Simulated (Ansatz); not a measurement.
# TiH (P6_3/mmc) in Ansatz: convergence with ecutfock ratio

Aim: find how far ecutfock ratio must go before the results for TiH settle, at HSE06. This setting moves, with any that are tied to it; all else stays.

Program: Ansatz 0.2.0. These are calculated values, not measurements. Logs are shortened: lines on timing, memory, paths and dates and some standing lists are left out, and cuts for length are marked.

## 1. The crystal as given

It takes space group P6_3/mmc (No. 194, hexagonal). The conventional cell has a = 2.878 Å, b = 2.878 Å, c = 5.263 Å, α = 90.00°, β = 90.00°, γ = 120.00°. Around Ti (site symmetry -3m) lie 6 H at 2.12 Å. H (site symmetry -6m2) has 6 Ti at 2.12 Å as nearest neighbours.

The cell comes from a database or a generator and needn't be the stable form of this composition.

## 2. With ecutfock ratio 1

input.yaml reads:

```yaml
crystal:
  lattice:
    - [2.8775815179, 0.0, 0.0]
    - [-1.4387907589, 2.4920586959, 0.0]
    - [0.0, 0.0, 5.263294]
  atoms:
    - { symbol: Ti, position: [0.0, 0.0, 0.5] }
    - { symbol: Ti, position: [0.0, 0.0, 0.0] }
    - { symbol: H, position: [0.3333333333, 0.6666666667, 0.25] }
    - { symbol: H, position: [0.6666666667, 0.3333333333, 0.75] }
hamiltonian:
  xc: hse06
  pseudopotentials: { kind: paw }
kpoints:
  mp_grid: { grid: [6, 6, 3] }
scf:
  occupations: { method: gaussian, width: 0.1 }
  exx: { ecutfock_ratio: 1 }
output:
  forces: true
  stress: true
  eigenvalues: true
```

Potentials or basis: Ansatz PAW.

Command:

```sh
$ ansatz run input.yaml --threads 2 --pin off --max-ram 5632MiB --backend cpu --events-out ev --progress --plain --runs-dir out
```

It took 11 s on 2 threads of Arm Neoverse V2, shared host; peak memory 0.62 GiB.

What came out:

| Item | Value |
| --- | --- |
| Free energy | -5030.5586 eV |
| Pressure | -1.3 GPa |
| Band gap on the k mesh | none (metal or under the smearing width) |

## 3. With ecutfock ratio 2

input.yaml, as its differences from that of step 2:

```diff
@@ -17,3 +17,3 @@
   occupations: { method: gaussian, width: 0.1 }
-  exx: { ecutfock_ratio: 1 }
+  exx: { ecutfock_ratio: 2 }
 output:
```

Potentials or basis: Ansatz PAW.

Command:

```sh
$ ansatz run input.yaml --threads 2 --pin off --max-ram 5632MiB --backend cpu --events-out ev --progress --plain --runs-dir out
```

Run time: 12 s. Hardware: 2 threads of Arm Neoverse V2, shared host; peak memory 0.7 GiB.

What came out:

```
Free energy            : -5030.5783 eV
Pressure               : -1.3 GPa
Band gap on the k mesh : none (metal or under the smearing width)
```

## 4. With ecutfock ratio 3

input.yaml, as its differences from that of step 3:

```diff
@@ -17,3 +17,3 @@
   occupations: { method: gaussian, width: 0.1 }
-  exx: { ecutfock_ratio: 2 }
+  exx: { ecutfock_ratio: 3 }
 output:
```

Command:

```sh
$ ansatz run input.yaml --threads 2 --pin off --max-ram 5632MiB --backend cpu --events-out ev --progress --plain --runs-dir out
```

Run time: 13 s. Hardware: 2 threads of Arm Neoverse V2, shared host; peak memory 0.7 GiB.

It converged, with:

- Free energy: -5030.5782 eV
- Pressure: -1.3 GPa
- Band gap on the k mesh: none (metal or under the smearing width)

## 5. With ecutfock ratio 4

input.yaml, as its differences from that of step 4:

```diff
@@ -17,3 +17,3 @@
   occupations: { method: gaussian, width: 0.1 }
-  exx: { ecutfock_ratio: 3 }
+  exx: { ecutfock_ratio: 4 }
 output:
```

Potentials or basis: Ansatz PAW.

Command:

```sh
$ ansatz run input.yaml --threads 2 --pin off --max-ram 5632MiB --backend cpu --events-out ev --progress --plain --runs-dir out
```

What it wrote:

```text
Warning: output.stress: scf.convergence.dr2_threshold = 1e-7 eV (the SCF's general default) is looser than the 4e-10 eV advised for a printed stress (1e-10 eV for each atom of the cell: 4). What an SCF threshold leaves in a stress goes as its square root, and in the free energy as the threshold itself, and one threshold admits the most on a small cell: of the crystals measured, under no hybrid functional and no lock of the moments, on runs that ended without the residual-converged pass, on stresses that held no estimate of that error, the worst erred by over 100 MPa in a component at 1e-7 eV an atom and by under 5 at 1e-10. Set scf.convergence.dr2_threshold to 4e-10 eV or tighter. The threshold is an SCF's pass mark: one that does not reach it within its budget of iterations ends unconverged, or closes short of it on a stop that the run arms, and scf.convergence.dr2_threshold's page says what that costs each kind of run
Warning: output.stress: scf.exx.energy_threshold = 1e-6 eV is looser than the 4e-8 eV advised for a stress under a hybrid functional (1e-8 eV for each atom of the cell: 4). Every SCF of the exchange loop can meet its threshold on dr2 while the loop round them stops early: no threshold on dr2 bounds what that leaves in the stress. Set scf.exx.energy_threshold to 4e-8 eV or tighter. The threshold is the loop's pass mark: a loop that does not reach it within its budget of cycles ends unconverged, and scf.exx.energy_threshold's page has the law
Warning: RAYON_NUM_THREADS=2 ignored (pool sized by the plan → 2); use --threads N
Engine: ansatz 0.2.0, aarch64-unknown-linux-gnu
Pseudopotentials: kind: paw
Pseudopotential: Ti, paw, valence charge 12, recommended cutoff 420 eV (normal), Ti.paw.azcp
Pseudopotential: H, paw, valence charge 1, recommended cutoff 420 eV (normal), H.paw.azcp
Functional definition: HSE06
  parameter a = 0.25
  parameter omega = 0.11/bohr
  exchange = pbe_x - a*pbe_x_sr(omega) + a*exact_x_sr(omega)
  correlation = pbe_c
Crystal: 4 atoms, lattice volume = 37.744 Å³
Basis set: ecut = 420 eV, 725 PW (Γ), exchange–correlation on 40×40×72 points (8 copies of the dense FFT grid, shifted against one another)
Bands: 17, of which v1, the nominal top of the filled ones, is band 13 counted from 1 (12 counted from 0)
Symmetry: 24 space group operations
Space group: P63/mmc (ITA 194), of the structure as read, at distance tolerance 3.4e-5 Å
k-points: 14 of 108
Non-local potential: Ti, projectors of the file, l = 0: 3, l = 1: 2, l = 2: 3, l = 3: 1
Non-local potential: H, projectors of the file, l = 0: 2, l = 1: 1
PAW form: soft (Blöchl's): semilocal exchange-correlation on the pseudo side does not see the compensation charge
PAW frozen core: Ti, regenerated for the run's functional, and the local potential with it (the file was generated under x = pbe(κ = 0.804, μ = 0.2195149727645171), c = pbe(β = 0.06672455060314922))
PAW one-centre angular grid: Ti, 590 points (default); XC on 64 Gauss nodes
PAW one-centre angular grid: H, 110 points (default); XC on 64 Gauss nodes
Initial density: superposition of atomic densities (neutral atoms: chi_scale 0, normalization atom), corrected by the library's trained network
Initial wavefunctions: pseudopotential atomic-orbital guess
Functional: x = pbe(κ = 0.804, μ = 0.2195149727645171), c = pbe(β = 0.06672455060314922), warm-up for x = pbe(κ = 0.804, μ = 0.2195149727645171) + 0.25 (exact − pbe) at short range (hse, ω = 0.20786987370883472 Å⁻¹), c = pbe(β = 0.06672455060314922); HSE06 as pw.x's `hse` composes it (authors' and Libxc's form: `xc: wpbeh`)
SCF iter   1: F=—  HF=-5031.647811 eV  |F-HF|=—  |Δ(HF+E_count)|=         —  Δρ=5.20e-3  dr2=8.40e-3  ethr=1.77e-3  ⟨swp⟩=5.1  Hψ=953  notcnv=0
preconditioner: auto → none  [insulator: Δε(μ)=0.116 eV  Ē_g=4.699 eV  σ=0.100 eV  W_gap=0.57  n_scr=10 (ndim 8)  ℏωp=19.1 eV  f_vac=0.000  D(μ)=4.41/eV (n_scr^D=66)]
iter 2 solved again at ethr=2.36e-6 eV; its pass at ethr=3.23e-5 eV (dr2=6.15e-4 eV) is discarded
[... 35 lines left out ...]
hybrid outer 2: dexx = +1.104e-4 eV, tail = 3.44e-7 eV, Δε = 1.02e-2 eV (about 2.96e-4 eV left of the loop's levels)
Exchange kernel: α = 0.2500, screened, ω = 0.2079 Å⁻¹, Wigner–Seitz truncation, v(0) = 1036.4043 eV·Å³, q-mesh 6×6×3, nearest image of the exchange supercell L = 15.79 Å, pair-density grid 18×18×36, without the augmentation charges, whose exchange is taken in its separable form by FFT convolution over the k-point mesh, smooth part of the exact exchange by density-matrix convolution
Frozen-core exchange: fock
SCF iter   1: F=—  HF=-5030.578180 eV  |F-HF|=—  |Δ(HF+E_count)|=         —  Δρ=6.66e-6  dr2=1.19e-8  ethr=4.45e-9  ⟨swp⟩=6.4  Hψ=640  notcnv=0
preconditioner: auto → none  [insulator: Δε(μ)=0.181 eV  Ē_g=5.988 eV  σ=0.100 eV  W_gap=0.71  n_scr=10 (ndim 8)  ℏωp=19.1 eV  f_vac=0.000  D(μ)=1.18/eV (n_scr^D=2)]
SCF iter   2: F=-5030.578180 eV  HF=-5030.578180 eV  |F-HF|=1.70e-9  |Δ(HF+E_count)|=   3.68e-8  Δρ=4.25e-6  dr2=2.15e-9  ethr=4.00e-11  ⟨swp⟩=4.9  Hψ=722  notcnv=0  defer=2
SCF 4 converged in 2 iterations: F = -5030.578180 eV  dr2 = 2.15e-9
  Residual-converged pass: ⟨swp⟩=2.4  Hψ=428  notcnv=0  max |occ|·‖R‖ = 2.3e-6 eV (tolerance 2.4e-6 eV)  dr2=2.14e-9  dr2_onsite=1.15e-9  max |Δocc| = 1.2e-13
hybrid outer 3: dexx = +6.077e-8 eV, tail = 6.78e-9 eV, Δε = 2.57e-4 eV (about 4.60e-5 eV left of the loop's levels), ΔF = 8.67e-19 eV/Å (tail 2.57e-19)
hybrid SCF converged: 3 outer / 14 inner (+7 warm-up), last move |dexx| = 6.08e-8 eV, tail = 6.78e-9 eV
Stability not checked: this state was not tested for a lower state beside it, because the functional holds exact exchange (a hybrid, or Hartree-Fock), whose exchange loop this test does not read (fock_operator; see scf.lower_state_search)
Free energy (F): -5030.578180 eV
Frozen-core exchange: fock
Harris-Foulkes:  -5030.578180 eV  (|F-HF|=1.70e-9)
Internal energy: -5030.572266 eV  (E = F + TS)
E sigma→0 (E₀):  -5030.575223 eV
Entropy (-TS):   -0.005914 eV (-1.478 meV/atom)
Fermi energy:    13.187333 eV
--- Per-component energies (eV) ---
  E_band       = -368.892039
  E_kinetic    = 577.336530
  E_local      = -1663.439745  (includes V_loc(G=0)·N_el)
  E_nonlocal   = 16.898340
  E_hartree    = 683.729858
  E_xc         = -173.934275
  E_vxc        = -216.283224  (∫ρ·V_xc dr)
  E_exx        = -82.991384  (= α·E_x^exact, valence–valence)
  E_paw        = -2053.963226  (= ΣΔE_a)
  E_vpaw       = -284.879364  (= ΣTr[D̂ρ^β])
  E_aug_tail   = -0.002084  (compensation charges beyond the density's cutoff)
  E_ewald      = -2333.862405
  E_core_change = -0.343876  (= ΣΔE_core)
  E_smearing   = -0.005914  (= −TS)
  E_closure    = -0.000000  (closes the sum)
  Σ components = -5030.578180   (vs F -5030.578180, Δ=0.00e0)
--- Forces (eV/Å), atoms counted from 1 ---
  atom   1  Ti    -0.00000000     0.00000000    -0.00000000
  atom   2  Ti     0.00000000     0.00000000     0.00000000
  atom   3  H     -0.00000000    -0.00000000     0.00000000
  atom   4  H      0.00000000     0.00000000    -0.00000000
  max |Σ_I F_I| component: 1.16e-18 eV/Å
--- Stress (GPa, compression-positive) ---
       -2.245610      -0.000000      -0.000000
       -0.000000      -2.245610      -0.000000
       -0.000000      -0.000000       0.473562
  P = ⅓ Tr σ = -1.3392 GPa (-13.392 kbar)
--- Band table (eV; the first three rows and the last of 14) ---
  k-point 0: bands = ["-48.0770", "-47.9349", "-23.1276", "-22.4515", "-22.4515", "-22.3661", "-22.3661", "-22.0878", "2.4826", "6.6009", "9.8428", "10.8837", "14.4052", "14.4052", "15.2138", "15.2138", "15.9724"]
  k-point 1: bands = ["-48.0419", "-47.9708", "-22.8786", "-22.4304", "-22.4304", "-22.3877", "-22.3877", "-22.3590", "3.1957", "5.0253", "11.1202", "11.3047", "14.5913", "14.5913", "14.9942", "14.9942", "16.4629"]
  k-point 2: bands = ["-48.0497", "-47.9102", "-23.0856", "-22.6310", "-22.5239", "-22.4878", "-22.4001", "-22.0719", "3.2493", "6.4637", "10.8120", "11.2014", "13.3217", "14.6229", "15.0409", "15.6694", "15.7908"]
  k-point 13: bands = ["-47.9205", "-47.8561", "-22.8965", "-22.8965", "-22.8251", "-22.8251", "-22.7157", "-22.2545", "6.8473", "6.8473", "11.5186", "11.5186", "12.7185", "14.5272", "14.5272", "15.7456", "15.7456"]
```

It took 13 s on 2 threads of Arm Neoverse V2, shared host; peak memory 0.71 GiB.

Results:

- Free energy: -5030.5782 eV
- Pressure: -1.3 GPa
- Band gap on the k mesh: none (metal or under the smearing width)

## 6. Summary

| ecutfock ratio | energy less the tightest run, at zero smearing (meV/atom) | SCF cycles | CPU time (s) | peak memory (GiB) |
| --- | --- | --- | --- | --- |
| 1 | 4.89 | 21 | 19 | 0.62 |
| 2 | -0.02 | 21 | 23 | 0.7 |
| 3 | 0.00 | 21 | 24 | 0.7 |
| 4 | 0.00 | 21 | 24 | 0.71 |

Against the tightest run, the energy stays within 1 meV/atom from 2 on. The tightest run that finished is the yardstick and may itself not be fully converged.

Caveats: all runs use coarse meshes; the PAW data sets come from PBE, with cores solved anew for the run's functional, which leaves a small shift of forces and pressure; the thresholds are loose for stress.
